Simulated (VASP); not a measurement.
Set up this calculation in VASP 6.6.1, as the native input.

```yaml
Task: work function
Functional: PBEsol
Potentials_or_basis: VASP PAW PBE potentials, release 64 (S, W_sv)
Cutoff: 520 eV
k_mesh: 12 × 12 × 1
Occupations: gaussian, width 0.03 eV
Spin: no spin polarisation
Dipole_correction: yes
Further_INCAR_settings: ALGO = Normal; EDIFF = 1e-06
```

The structure of WS2 lies in POSCAR:

```
WS2                                     
1.0
    3.1247183217     -0.0000000000      0.0000000000
   -1.5623591609      2.7060854463      0.0000000000
    0.0000000000      0.0000000000     19.1400000000
  S               W             
     2     1
Direct
     0.6666669999999968    0.3333330000000032    0.4178143235453290
     0.6666669999999968    0.3333330000000032    0.5821856764546708
     0.3333330000000032    0.6666669999999968    0.5000000000000000
```

The cell was built by a generator and needn't be a form met in nature.

One way to write it, as run:

INCAR

```
PREC = Accurate
ENCUT = 520
EDIFF = 1E-6
ISMEAR = 0
SIGMA = 0.03
LREAL = F
LASPH = T
NELM = 60
ALGO = Normal
ISIF = 2
LWAVE = F
LCHARG = T
LDIPOL = T
IDIPOL = 3
DIPOL = 0.5 0.5 0.500
GGA = PS
LELF = T
LVHAR = T
LVACPOTAV = T
```

KPOINTS

```
Automatic mesh
0
Gamma
  12 12 1
```

Potentials or basis: VASP PAW PBE potentials, release 64 (S, W_sv).

Command:

```console
$ cat potpaw_PBE.64/S/POTCAR potpaw_PBE.64/W_sv/POTCAR > POTCAR
$ mpirun -np 1 vasp_std > vasp.out
```

Results of the run:

- Largest force: 0.055 eV/Å
- Band gap on the k mesh: 1.99 eV, indirect (least direct gap 2.04 eV)
- Ionisation potential of the upper face: 5.68 eV

Caveat: the PAW data sets were made with another functional, which shifts forces and pressure a little; spin-orbit coupling is left out, which moves the levels of the heavy elements.

Run time: 39 s on 1 thread of Intel(R) Xeon(R) 6975P-C (Granite Rapids), with other jobs on the host, peak memory 0.27 GiB.
